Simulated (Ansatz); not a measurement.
## How far is PAW off for MoS2?

```
Mo S
1.0
     1.58550    0.91539    6.11500
    -1.58550    0.91539    6.11500
     0.00000   -1.83078    6.11500
Mo S
1 2
Cartesian
  0.0000 0.0000 0.0000
  0.0000 0.0000 13.7587
  0.0000 0.0000 4.5862
```

Atoms are numbered in the order listed.

The geometry is COD entry 4124624, unchecked; take it as a test cell. Its inner coordinates are ideal values, not refined ones.

Methods: DFT, PBE, PAW with Ansatz's default frozen-core files, scalar-relativistic (Ansatz 0.2.0); DFT, PBE, all-electron PAW with datasets made for the crystal, scalar-relativistic (Ansatz 0.2.0); DFT, PBE, all-electron LAPW, scalar-relativistic (Ansatz 0.2.0).

For PAW: a Γ-centred 13×13×13 k mesh, Fermi–Dirac smearing of 0.08 eV, cutoff 420 eV, no spin polarisation. The crystal-made all-electron datasets (AE datasets) take a cutoff of 300 eV at this cell. LAPW targets a basis error of 1 meV/atom. The Ansatz runs share mesh, smearing and spin set-up. Plane-wave (PAW) pressures include the program's estimate of the Pulay term.

Stress and pressure are positive in compression.

Levels count from the Fermi level.

```csv
quantity,PAW,AE datasets,LAPW
pressure (GPa),7.97,7.98,7.99
stress xx (GPa),6.58,6.60,6.60
stress zz (GPa),10.75,10.76,10.76
"force on S2, z (eV/Å)",1.004,1.004,1.003
highest filled level at T (eV),-0.015,-0.018,-0.018
highest filled level at L (eV),-1.582,-1.582,-1.582
lowest empty level at L (eV),1.075,1.078,1.078
highest filled level at Γ (eV),-0.227,-0.228,-0.228
```

PAW's pressure differs from the LAPW value by -0.02 GPa.
